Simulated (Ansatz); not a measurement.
## Bi: frozen-core PAW against all-electron methods

```
Bi
1.0
     2.24667    1.28118    3.93607
    -2.29933    1.30391    3.95880
    -0.00665   -2.64440    3.96712
Bi
2
Cartesian
  -0.0139 -0.0139 2.7744
  -0.0454 -0.0454 9.0876
```

Atom numbers follow the list: Bi1, Bi2.

Structure: COD 9009658, as refined from experiment and not relaxed. The listed cell was then made from it by scaling, straining or moving an atom.

No spin–orbit coupling, which matters for the heavy atoms here.

Methods: DFT, PBE, PAW with Ansatz's default frozen-core files, scalar-relativistic (Ansatz 0.2.0); DFT, PBE, all-electron PAW with datasets made for the crystal, scalar-relativistic (Ansatz 0.2.0); DFT, PBE, all-electron LAPW, scalar-relativistic (Ansatz 0.2.0).

For PAW: a Γ-centred 11×11×11 k mesh, Fermi–Dirac smearing of 0.03 eV, cutoff 420 eV, no spin polarisation. The crystal-made all-electron datasets (AE datasets) take a cutoff of 260 eV at this cell. LAPW targets a basis error of 0.25 meV/atom. The Ansatz runs share mesh, smearing and spin set-up. Plane-wave (PAW) pressures include the program's estimate of the Pulay term.

Stress and pressure are positive in compression.

The change that made this cell: equal xy, yz and zx engineering shear strains of -1 %.

```
              quantity    PAW  AE datasets   LAPW
        pressure (GPa)   1.79         1.80   1.80
       stress xx (GPa)   1.49         1.51   1.51
       stress yy (GPa)   2.00         2.02   2.02
       stress zz (GPa)   1.86         1.88   1.88
       stress yz (GPa)   0.47         0.47   0.47
       stress xz (GPa)   0.21         0.21   0.21
       stress xy (GPa)   0.07         0.07   0.07
force on Bi1, z (eV/Å)  0.190        0.191  0.191
```

PAW's pressure differs from the LAPW value by -0.02 GPa.
